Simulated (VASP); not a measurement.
# KCl (Sylvite) (Fm-3m) in VASP: further runs, part 2 of 2

VASP 6.6.1. The steps go on from the part before.

### 5 Relaxation of cell and atoms, PBE

This run uses another cell than the first one, of 32.57 Å³/atom, 1.046 times its volume.

Contents of INCAR:

```
ALGO = Normal
EDIFF = 1E-7
EDIFFG = -0.005
ENCUT = 600
GGA = PE
IBRION = 2
ISIF = 3
ISMEAR = 0
LASPH = True
LCHARG = False
LREAL = False
LWAVE = False
NELM = 80
NSW = 90
PREC = Accurate
SIGMA = 0.03
```

Contents of KPOINTS:

```
k-points
0
Gamma
  8 8 8
```

Contents of POSCAR:

```
KCl                                     
1.0
    0.0000000000      3.1936514230      3.1936514230
    3.1936514230     -0.0000000000      3.1936514230
    3.1936514230      3.1936514230      0.0000000000
  K               Cl            
     1     1
Direct
     0.0000000000000000    0.0000000000000000    0.0000000000000000
     0.5000000000000000    0.5000000000000000    0.5000000000000000
```

Potentials or basis: VASP PAW PBE potentials, release 64 (K_sv, Cl).

The run is started by

```bash
$ cat potpaw_PBE.64/K_sv/POTCAR potpaw_PBE.64/Cl/POTCAR > POTCAR
$ mpirun -np 1 vasp_std > vasp.out
```

OUTCAR:

```text
EDIFF = 1E-7
   EDIFFG = -0.005
   ENCUT = 600
   GGA = PE
   IBRION = 2
   ISIF = 3
   ISMEAR = 0
   LASPH = True
   LREAL = False
   NELM = 80
   NSW = 90
   PREC = Accurate

 ion  position               nearest neighbor table
   1  0.000  0.000  0.000-   2 3.19   2 3.19   2 3.19   2 3.19   2 3.19   2 3.19
   2  0.500  0.500  0.500-   1 3.19   1 3.19   1 3.19   1 3.19   1 3.19   1 3.19

  LATTYP: Found a face centered cubic cell.
 ALAT       =     6.3873028460

  Lattice vectors:

 A1 = (   0.0000000000,   3.1936514230,   3.1936514230)
 A2 = (   3.1936514230,   0.0000000000,   3.1936514230)
 A3 = (   3.1936514230,   3.1936514230,   0.0000000000)

Analysis of symmetry for initial positions (statically):
=====================================================================
 Subroutine PRICEL returns:
 Original cell was already a primitive cell.

 Routine SETGRP: Setting up the symmetry group for a
 face centered cubic supercell.

 Subroutine GETGRP returns: Found 48 space group operations
 (whereof 48 operations were pure point group operations)
 out of a pool of 48 trial point group operations.

The static configuration has the point symmetry O_h .

[... 179 lines left out ...]
      9       3.0234      0.00000
     10       6.3381      0.00000
     11       6.3381      0.00000
     12       6.3381      0.00000
[... 331 lines left out ...]
 k-point    24 :      -0.3750    0.2500    0.1250
  band No.  band energies     occupation
      1     -29.3130      2.00000
      2     -14.1731      2.00000
      3     -12.8286      2.00000
      4     -12.8104      2.00000
      5     -12.6450      2.00000
      6      -2.7969      2.00000
      7      -2.3865      2.00000
      8      -2.3152      2.00000
      9       5.7293      0.00000
     10       6.2077      0.00000
     11       7.8543      0.00000
     12       7.9710      0.00000

 [... further k-points ...]

------------------------ aborting loop because EDIFF is reached ----------------------------------------

  FORCE on cell =-STRESS in cart. coord.  units (eV):
  Direction    XX          YY          ZZ          XY          YZ          ZX
  --------------------------------------------------------------------------------------
  -------------------------------------------------------------------------------------
  Total        0.0030054      0.0030054      0.0030054      0.0000000     -0.0000000      0.0000000
  in kB        0.0739120      0.0739120      0.0739120      0.0000000     -0.0000000      0.0000000
  external PRESSURE =       0.0739120 kB  Pullay stress =       0.0000000 kB

 VOLUME and BASIS-vectors are now :
 -----------------------------------------------------------------------------
  energy-cutoff  :      600.00
  volume of cell :       65.15
      direct lattice vectors                 reciprocal lattice vectors
     0.000000000  3.193651423  3.193651423    -0.156560605  0.156560605  0.156560605
     3.193651423  0.000000000  3.193651423     0.156560605 -0.156560605  0.156560605
     3.193651423  3.193651423  0.000000000     0.156560605  0.156560605 -0.156560605

 POSITION                                       TOTAL-FORCE (eV/Angst)
 -----------------------------------------------------------------------------------
      0.00000      0.00000      0.00000        -0.000000     -0.000000     -0.000000
      3.19365      3.19365      3.19365         0.000000      0.000000      0.000000
 -----------------------------------------------------------------------------------
    total drift:                                0.000000      0.000000      0.000000

  FREE ENERGIE OF THE ION-ELECTRON SYSTEM (eV)
  ---------------------------------------------------
  free  energy   TOTEN  =        -6.8113422909 eV

  energy  without entropy=       -6.8113422909  energy(sigma->0) =       -6.81134229

 reached required accuracy - stopping structural energy minimisation
```

CONTCAR:

```text
KCl
   1.00000000000000
     0.0000000000000000    3.1936514229999999    3.1936514229999999
     3.1936514229999999    0.0000000000000000    3.1936514229999999
     3.1936514229999999    3.1936514229999999    0.0000000000000000
  K               Cl
     1     1
Direct
     0.0000000000000000    0.0000000000000000    0.0000000000000000
     0.5000000000000000    0.5000000000000000    0.5000000000000000

  0.00000000E+00  0.00000000E+00  0.00000000E+00
  0.00000000E+00  0.00000000E+00  0.00000000E+00
```

Run time: 22 s. Hardware: 1 thread of Intel Xeon 6975P-C (Granite Rapids), shared host; peak memory 0.21 GiB.

Results:

| Quantity | Value |
| --- | --- |
| Free energy | -6.8113 eV |
| Pressure after relaxing | 0.0 GPa |
| Band gap on the k mesh | 5.04 eV, direct |

Final structure:
```
CELL_PARAMETERS angstrom
0.00000 3.19365 3.19365
3.19365 0.00000 3.19365
3.19365 3.19365 0.00000
ATOMIC_POSITIONS crystal
K 0.00000 0.00000 0.00000
Cl 0.50000 0.50000 0.50000
```

Caveat: the relaxation stopped at its first step, so nothing moved.

### 6 Relaxation of the atoms, PBE (a relaxed cell with its volume scaled by 0.94)

Contents of INCAR:

```
ALGO = Normal
EDIFF = 1E-7
EDIFFG = -0.01
ENCUT = 600
GGA = PE
IBRION = 2
ISIF = 2
ISMEAR = 0
LASPH = True
LCHARG = False
LREAL = False
LWAVE = False
NELM = 80
NSW = 40
PREC = Accurate
SIGMA = 0.03
```

KPOINTS is that of step 5.

Contents of POSCAR:

```
KCl                                     
1.0
    0.0000000000      3.1284565701      3.1284565701
    3.1284565701      0.0000000000      3.1284565701
    3.1284565701      3.1284565701      0.0000000000
  K               Cl            
     1     1
Direct
     0.0000000000000000    0.0000000000000000    0.0000000000000000
     0.5000000000000000    0.5000000000000000    0.5000000000000000
```

Potentials or basis: VASP PAW PBE potentials, release 64 (K_sv, Cl).

The run is started by

```bash
$ cat potpaw_PBE.64/K_sv/POTCAR potpaw_PBE.64/Cl/POTCAR > POTCAR
$ mpirun -np 1 vasp_std > vasp.out
```

OUTCAR:

```text
EDIFF = 1E-7
   EDIFFG = -0.01
   ENCUT = 600
   GGA = PE
   IBRION = 2
   ISIF = 2
   ISMEAR = 0
   LASPH = True
   LREAL = False
   NELM = 80
   NSW = 40
   PREC = Accurate

 ion  position               nearest neighbor table
   1  0.000  0.000  0.000-   2 3.13   2 3.13   2 3.13   2 3.13   2 3.13   2 3.13
   2  0.500  0.500  0.500-   1 3.13   1 3.13   1 3.13   1 3.13   1 3.13   1 3.13

  LATTYP: Found a face centered cubic cell.
 ALAT       =     6.2569131402

  Lattice vectors:

 A1 = (   0.0000000000,   3.1284565701,   3.1284565701)
 A2 = (   3.1284565701,   0.0000000000,   3.1284565701)
 A3 = (   3.1284565701,   3.1284565701,   0.0000000000)

Analysis of symmetry for initial positions (statically):
=====================================================================
 Subroutine PRICEL returns:
 Original cell was already a primitive cell.

 Routine SETGRP: Setting up the symmetry group for a
 face centered cubic supercell.

 Subroutine GETGRP returns: Found 48 space group operations
 (whereof 48 operations were pure point group operations)
 out of a pool of 48 trial point group operations.

The static configuration has the point symmetry O_h .

Analysis of symmetry for dynamics (positions and initial velocities):
[... 181 lines left out ...]
     12       6.6171      0.00000
[... 331 lines left out ...]
 k-point    24 :      -0.3750    0.2500    0.1250
  band No.  band energies     occupation
      1     -28.9155      2.00000
      2     -14.0112      2.00000
      3     -12.4485      2.00000
      4     -12.4252      2.00000
      5     -12.2339      2.00000
      6      -2.6359      2.00000
      7      -2.1858      2.00000
      8      -2.1159      2.00000
      9       6.1221      0.00000
     10       6.6170      0.00000
     11       8.3844      0.00000
     12       8.4552      0.00000

 [... further k-points ...]

------------------------ aborting loop because EDIFF is reached ----------------------------------------

  FORCE on cell =-STRESS in cart. coord.  units (eV):
  Direction    XX          YY          ZZ          XY          YZ          ZX
  --------------------------------------------------------------------------------------
  -------------------------------------------------------------------------------------
  Total        0.4506347      0.4506347      0.4506347     -0.0000000     -0.0000000      0.0000000
  in kB       11.7900282     11.7900282     11.7900282     -0.0000000     -0.0000000      0.0000000
  external PRESSURE =      11.7900282 kB  Pullay stress =       0.0000000 kB

 VOLUME and BASIS-vectors are now :
 -----------------------------------------------------------------------------
  energy-cutoff  :      600.00
  volume of cell :       61.24
      direct lattice vectors                 reciprocal lattice vectors
     0.000000000  3.128456570  3.128456570    -0.159823219  0.159823219  0.159823219
     3.128456570  0.000000000  3.128456570     0.159823219 -0.159823219  0.159823219
     3.128456570  3.128456570  0.000000000     0.159823219  0.159823219 -0.159823219

 POSITION                                       TOTAL-FORCE (eV/Angst)
 -----------------------------------------------------------------------------------
      0.00000      0.00000      0.00000         0.000000      0.000000      0.000000
      3.12846      3.12846      3.12846        -0.000000     -0.000000     -0.000000
 -----------------------------------------------------------------------------------
    total drift:                                0.000000      0.000000      0.000000

  FREE ENERGIE OF THE ION-ELECTRON SYSTEM (eV)
  ---------------------------------------------------
  free  energy   TOTEN  =        -6.7975454846 eV

  energy  without entropy=       -6.7975454846  energy(sigma->0) =       -6.79754548

 reached required accuracy - stopping structural energy minimisation
```

OSZICAR:

```text
N       E                     dE             d eps       ncg     rms          rms(c)
DAV:   1     0.117397120590E+03    0.11740E+03   -0.79840E+03   696   0.135E+03
DAV:   2    -0.199708437963E+00   -0.11760E+03   -0.10835E+03   896   0.293E+02
DAV:   3    -0.686828468808E+01   -0.66686E+01   -0.66324E+01   900   0.655E+01
DAV:   4    -0.708354068552E+01   -0.21526E+00   -0.21505E+00  1236   0.106E+01
DAV:   5    -0.708438557559E+01   -0.84489E-03   -0.84482E-03   892   0.746E-01    0.340E+00
DAV:   6    -0.679836435670E+01    0.28602E+00   -0.53976E-01   836   0.409E+00    0.279E+00
DAV:   7    -0.678368436911E+01    0.14680E-01   -0.13456E-01   888   0.227E+00    0.161E+00
DAV:   8    -0.679615750038E+01   -0.12473E-01   -0.20632E-02   932   0.126E+00    0.195E-01
DAV:   9    -0.679682912380E+01   -0.67162E-03   -0.10889E-03   928   0.228E-01    0.105E-01
DAV:  10    -0.679753264750E+01   -0.70352E-03   -0.72994E-04   780   0.215E-01    0.129E-02
DAV:  11    -0.679754225298E+01   -0.96055E-05   -0.17858E-05  1004   0.317E-02    0.649E-03
DAV:  12    -0.679754539521E+01   -0.31422E-05   -0.43744E-06   856   0.172E-02    0.232E-03
DAV:  13    -0.679754548456E+01   -0.89349E-07   -0.33008E-07   952   0.458E-03
   1 F= -.67975455E+01 E0= -.67975455E+01  d E =-.679755E+01
```

CONTCAR:

```text
KCl
   1.00000000000000
     0.0000000000000000    3.1284565701000000    3.1284565701000000
     3.1284565701000000    0.0000000000000000    3.1284565701000000
     3.1284565701000000    3.1284565701000000    0.0000000000000000
  K               Cl
     1     1
Direct
     0.0000000000000000    0.0000000000000000    0.0000000000000000
     0.5000000000000000    0.5000000000000000    0.5000000000000000

  0.00000000E+00  0.00000000E+00  0.00000000E+00
  0.00000000E+00  0.00000000E+00  0.00000000E+00
```

Run time: 12 s. Hardware: 1 thread of Intel Xeon 6975P-C (Granite Rapids), shared host; peak memory 0.2 GiB.

What came out:

```yaml
Free_energy: -6.7975 eV
Pressure_after_relaxing: 1.2 GPa
Band_gap_on_the_k_mesh: 5.25 eV, direct
```

Final structure:
```
CELL_PARAMETERS angstrom
0.00000 3.12846 3.12846
3.12846 0.00000 3.12846
3.12846 3.12846 0.00000
ATOMIC_POSITIONS crystal
K 0.00000 0.00000 0.00000
Cl 0.50000 0.50000 0.50000
```

Caveat: the relaxation stopped at its first step, so nothing moved.

### 7 The runs side by side

```tsv
task	potentials or basis	cell	k mesh	cutoff (eV)	mesh quality	gap on the mesh (eV)	pressure (GPa)
relaxation of cell and atoms	VASP PAW PBE potentials, release 64 (K_pv, Cl)	relaxed	4 × 4 × 4	300	coarse	5.01	0.0
relaxation of cell and atoms	VASP PAW PBE potentials, release 64 (K_sv, Cl)	relaxed	8 × 8 × 8	600	not flagged	5.04	0.0
relaxation of the atoms	VASP PAW PBE potentials, release 64 (K_sv, Cl)	atoms relaxed from: a relaxed cell with its volume scaled by 0.94	8 × 8 × 8	600	not flagged	5.25	1.2
```

Alike in all rows: level PBE; no spin polarisation; smearing gaussian 0.03 eV.

Caveats: some runs use coarse meshes; the relaxation stopped at its first step, so nothing moved (some runs); the cutoff is under 1.25 times the usual one of these potentials, so pressure, stress and relaxed cells hold a basis-set (Pulay) error (some runs).

Absolute energies hang on the potentials; compare differences alone.
